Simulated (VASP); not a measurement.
**VASP 6.6.1 run: C**

INCAR

```
ISMEAR = 0
LASPH = .TRUE.
LWAVE = .FALSE.
NSW = 0
IBRION = -1
EDIFF = 1E-7
PREC = Accurate
ISIF = 2
NBANDS = 11
GGA = PE
LREAL = .FALSE.
SIGMA = 1
LCHARG = .FALSE.
NELM = 92
ENCUT = 520
```

KPOINTS

```
KPOINTS created by Atomic Simulation Environment
0
Gamma
12 12 12
0 0 0
```

POSCAR

```
C
 1.0000000000000000
     0.0000000000000000    1.7267204183000000    1.7920512418000001
     1.7267204183000000    0.0000000000000000    1.7920512418000001
     1.7267204183000000    1.7267204183000000    0.0000000000000000
 C
   2
Cartesian
  0.0000000000000000  0.0000000000000000  0.0000000000000000
  0.8633602091499999  0.8633602091499999  0.8960256208999998
```

The recommended PBE PAW datasets give the neutral cell 8 valence electrons.

Command

```
mpirun -np 1 vasp_std
```

OSZICAR

```
N       E                     dE             d eps       ncg     rms          rms(c)
DAV:   1     0.147309861101E+01    0.14731E+01   -0.49073E+03  3670   0.723E+02
DAV:   2    -0.184659770082E+02   -0.19939E+02   -0.19245E+02  4619   0.128E+02
DAV:   3    -0.188430793115E+02   -0.37710E+00   -0.37616E+00  4183   0.136E+01
DAV:   4    -0.188436317196E+02   -0.55241E-03   -0.55240E-03  3856   0.649E-01
DAV:   5    -0.188436322922E+02   -0.57259E-06   -0.57179E-06  4119   0.197E-02    0.600E+00
DAV:   6    -0.182744824295E+02    0.56915E+00   -0.29695E-01  3661   0.389E+00    0.359E+00
DAV:   7    -0.180832218096E+02    0.19126E+00   -0.35723E-01  3852   0.432E+00    0.857E-01
DAV:   8    -0.180851832693E+02   -0.19615E-02   -0.96211E-03  3757   0.748E-01    0.455E-02
DAV:   9    -0.180852182219E+02   -0.34953E-04   -0.61013E-05  4276   0.630E-02    0.257E-02
DAV:  10    -0.180852387961E+02   -0.20574E-04   -0.14406E-05  3865   0.342E-02    0.539E-03
DAV:  11    -0.180852388970E+02   -0.10097E-06   -0.24533E-07  4379   0.457E-03    0.502E-04
DAV:  12    -0.180852388604E+02    0.36613E-07   -0.14509E-08  2171   0.123E-03
   1 F= -.18085239E+02 E0= -.18085154E+02  d E =-.169357E-03
```

From OUTCAR

```
k-points           NKPTS =    163   k-points in BZ     NKDIM =    163   number of bands    NBANDS=     11

   NELECT =       8.0000    total number of electrons

   dimension x,y,z NGX =    20 NGY =   20 NGZ =   18
   dimension x,y,z NGXF=    40 NGYF=   40 NGZF=   36

  energy-cutoff  :      520.00
  volume of cell :       10.69
      direct lattice vectors                 reciprocal lattice vectors
     0.000000000  1.726720418  1.792051242    -0.289566275  0.289566275  0.279009879
     1.726720418  0.000000000  1.792051242     0.289566275 -0.289566275  0.279009879
     1.726720418  1.726720418  0.000000000     0.289566275  0.289566275 -0.279009879

 k-points in reciprocal lattice and weights: KPOINTS created by Atomic Simulation Env
   0.00000000  0.00000000  0.00000000       0.001
   0.08333333 -0.00000000  0.00000000       0.005
   0.16666667 -0.00000000  0.00000000       0.005
   0.25000000 -0.00000000  0.00000000       0.005
   0.33333333  0.00000000  0.00000000       0.005
   0.41666667 -0.00000000  0.00000000       0.005
   0.50000000 -0.00000000  0.00000000       0.002
   0.08333333  0.08333333  0.00000000       0.001
   ...

 E-fermi :  12.6441

 k-point     1 :       0.0000    0.0000    0.0000
  band No.  band energies     occupation
      1     -11.6816      2.00000
      2      10.2095      1.99942
      3      10.8184      1.99018
      4      10.8184      1.99018
      5      16.2267      0.00000
      6      16.2267      0.00000
      7      16.6994      0.00000
      8      25.3168      0.00000
      9      30.7076      0.00000
     10      36.6245      0.00000
     11      37.4914      0.00000

 k-point     2 :       0.0833   -0.0000    0.0000
  band No.  band energies     occupation
      1     -11.4811      2.00000
      2       9.2576      2.00000
      3      10.1321      1.99962
      4      10.4837      1.99775
      5      16.6887      0.00000
      6      16.7735      0.00000
      7      17.3720      0.00000
      8      25.4365      0.00000
      9      31.0333      0.00000
     10      34.6109      0.00000
     11      36.3365      0.00000

 k-point     3 :       0.1667   -0.0000    0.0000
  band No.  band energies     occupation
      1     -10.8820      2.00000
      2       6.6819      2.00000
      3       9.2971      2.00000
      4       9.7711      1.99995
      5      17.6759      0.00000
      6      17.6990      0.00000
      7      18.6243      0.00000
      8      25.7730      0.00000
      9      31.6812      0.00000
     10      33.2531      0.00000
     11      34.4805      0.00000

 k-point     4 :       0.2500   -0.0000    0.0000
  band No.  band energies     occupation
      1      -9.8918      2.00000
      2       3.7378      2.00000
      3       8.4851      2.00000
      4       9.0506      2.00000
      5      18.3922      0.00000
      6      18.6685      0.00000
      7      19.6236      0.00000
      8      26.2310      0.00000
      9      32.0090      0.00000
     10      33.2870      0.00000
     11      33.8420      0.00000

 k-point     5 :       0.3333    0.0000    0.0000
  band No.  band energies     occupation
      1      -8.5296      2.00000
      2       0.8410      2.00000
      3       7.8411      2.00000
      4       8.4874      2.00000
      5      18.7258      0.00000
      6      19.2519      0.00000
      7      20.2399      0.00000
      8      26.6293      0.00000
      9      32.3281      0.00000
     10      34.4699      0.00000
     11      34.5315      0.00000

 ...

  Total        2.9828009      2.9828009      0.4365219      0.0000000     -0.0000000      0.0000000
  in kB      447.2088326    447.2088326     65.4473660      0.0000000     -0.0000000      0.0000000
  external PRESSURE =     319.9550104 kB  Pullay stress =       0.0000000 kB

 POSITION                                       TOTAL-FORCE (eV/Angst)
 -----------------------------------------------------------------------------------
      0.00000      0.00000      0.00000         0.000000      0.000000     -0.000000
      0.86336      0.86336      0.89603         0.000000      0.000000      0.000000
 -----------------------------------------------------------------------------------
    total drift:                                0.000000      0.000000      0.000000

  FREE ENERGIE OF THE ION-ELECTRON SYSTEM (eV)
  ---------------------------------------------------
  free  energy   TOTEN  =       -18.0852388604 eV

  energy  without entropy=      -18.0850695037  energy(sigma->0) =      -18.08515418
```

It converged. Results: gap between bands v and c on the k mesh 3.80 eV; least direct gap on the k mesh 5.41 eV; pressure 32.0 GPa. Band v is the last that the valence electrons fill when counted band by band, and c is the next.

One setting is odd (smearing far too wide), but here it hardly changes the result.

On sound settings PBE gives a gap of 3.80 eV on its mesh and a pressure of 32.0 GPa for the intended cell. This run's energy (σ→0) differs from it by 0 meV an atom.

The run took about 15 s on one core of a shared host (Intel Xeon Platinum 8488C) and held 0.12 GiB at most.
